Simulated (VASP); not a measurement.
Write the native input for VASP 6.6.1 that does the following.

* Task: single point
* Functional: PBEsol
* Potentials or basis: VASP PAW PBE potentials, release 64 (Ni)
* Cutoff: 520 eV
* k mesh: 13 × 13 × 13
* Occupations: fermi-dirac, width 0.05 eV
* Spin: collinear spin, ferromagnetic start
* Starting moments: [1.0] μB
* Ladder: free
* Further INCAR settings: ALGO = Normal; EDIFF = 1e-07; NBANDS = 15

The structure of Ni lies in POSCAR:

```
Ni
1.0
    0.0165500000      1.7572510000      1.7682390000
    1.7191180000      0.0163320000      1.7684570000
    1.7144740000      1.7528250000      0.0209760000
Ni
1
Direct
    0.0065090000      0.0114400000     -0.0328950000
```

The cell isn't the ideal one: cell strained at random at fixed volume.

The input as run:

INCAR

```
  PREC = Accurate
  ENCUT = 520
  EDIFF = 1E-7
  ISMEAR = -1
  SIGMA = 0.05
  LREAL = F
  LASPH = T
  NELM = 120
  ALGO = Normal
  ISIF = 2
  LWAVE = F
  LCHARG = T
  ISPIN = 2
  MAGMOM = 1
  LORBIT = 11
  LMAXMIX = 4
  GGA = PS
  LELF = T
  LVHAR = T
  NBANDS = 15
```

KPOINTS

```
Automatic mesh
0
Gamma
  13 13 13
```

Potentials or basis: VASP PAW PBE potentials, release 64 (Ni).

Command:

```sh
$ cat potpaw_PBE.64/Ni/POTCAR > POTCAR
$ mpirun -np 1 vasp_std > vasp.out
```

It gave:

* Pressure: -2.3 GPa
* Band gap on the k mesh: none (metal or under the smearing width)
* Net moment: 0.62 μB per cell
* Site moments: Ni +0.63 μB
* Valence electrons inside the program's atomic spheres: Ni 9.38

Caveat: the PAW data sets were made with another functional, which shifts forces and pressure a little.

It took 3.2 min on 1 thread of Intel(R) Xeon(R) Platinum 8559C (Emerald Rapids), with other jobs on the host, peak memory 0.34 GiB.
